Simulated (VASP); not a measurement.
# Li₂: relaxation under a pulling force, by pulling force on each of the two atoms

Li₂, molecule in box, 2 atoms in the cell. PBE; PAW potentials Li_sv (PBE set).

| Pulling force on each of the two atoms (eV/A) | Distance of the two atoms at the start (A) | Distance after relaxation (A) | Time (s) |
|---|---|---|---|
| 0 | 2.673 | 2.747 | 58 |
| 0.3 | 2.673 | 3.068 | 64 |
| 1 | 2.673 | 2.295 | 535 |
| 1.5 | 2.673 | 9.832 | 257 |

## Input of the first row

INCAR:
```
SYSTEM = Li
ALGO     = Normal         ! electronic algorithm
EDIFF    = 1E-6           ! SCF threshold, eV
EDIFFG   = -0.02          ! ionic threshold
ENCUT    = 520            ! plane-wave cutoff, eV
IBRION   = 2              ! ionic algorithm
ISIF     = 2              ! what is computed and relaxed
ISMEAR   = 0              ! smearing method
ISYM     = 0            
LASPH    = .True.         ! aspherical terms in the spheres
LCHARG   = .False.        ! write CHGCAR
LREAL    = .False.        ! projectors in reciprocal space
LWAVE    = .False.        ! write WAVECAR
NELM     = 100            ! most SCF steps
NSW      = 60             ! ionic steps
PREC     = Accurate       ! precision mode
SIGMA    = 0.01           ! smearing width, eV
```

KPOINTS:
```
k-points
0
Gamma
  1 1 1
```

POSCAR:
```
Li
1.0
    9.0000000000      0.0000000000      0.0000000000
    0.0000000000      9.0000000000      0.0000000000
    0.0000000000      0.0000000000     12.0000000000
Li
2
Direct
    0.5014444400      0.5023333300      0.3914625000
    0.5014444400      0.5023333300      0.6142041700
```

Commands:
```
cat potpaw_PBE.64/Li_sv/POTCAR > POTCAR
mpirun -np 1 vasp_gam > vasp.out
```

Changes of the last row against the first:
```
+ EFOR = 0.00000 0.00000 -1.50000 0.00000 0.00000 1.50000
```

VASP 6.6.1 took 58 s on 1 core (Intel Xeon 6975P-C (Granite Rapids)), a shared host.
